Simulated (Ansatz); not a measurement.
The system is Pb.

```xyz
1
Lattice="0.0000 2.4750 2.4750 2.4750 0.0000 2.4750 2.4750 2.4750 0.0000" Properties=species:S:1:pos:R:3 pbc="T T T"
Pb    0.0000    0.0000    0.0000
```

| Quantity | Value |
| --- | --- |
| Program | Ansatz 0.2.0 |
| Task | relaxation of cell and atoms |
| Functional | PBEsol |
| Dispersion | D4 |
| Potentials or basis | Ansatz PAW |
| Cutoff | 420 eV (not typed: the program's choice for these potentials) |
| k mesh | 9 × 9 × 9 |
| Occupations | fermi-dirac, width 0.05 eV |
| Spin | no spin polarisation |

At the start: volume 30.32 Å³/atom.

Task: How do energy, volume and symmetry change on relaxing?

Result: It ends after 4 steps and the volume is 29.16 Å³/atom (-3.8 %); space group Fm-3m (No. 225, to 0.05 Å).

Step by step:
```tsv
step	energy change (eV)	largest force (eV/Å)	volume (Å³)
1	0.0000	0.0000	30.32
2	-0.0075	0.0000	29.01
3	-0.0076	0.0000	29.16
4	-0.0074	0.0000	29.16
```

Final structure:
```
Pb
1.0
     0.00000    2.44286    2.44286
     2.44286    0.00000    2.44286
     2.44286    2.44286    0.00000
Pb
1
Direct
  0.00000 0.00000 0.00000
```

The cell as given is a measured one (30.32 Å³/atom); PBEsol+D4 puts the equilibrium volume -3.8 % from it, thermal expansion not counted.

Caveat: the plane-wave basis is chosen anew once the cell has moved, so the energies of steps on either side of that aren't comparable; the PAW data sets come from PBE, with cores solved anew for the run's functional, which leaves a small shift of forces and pressure.
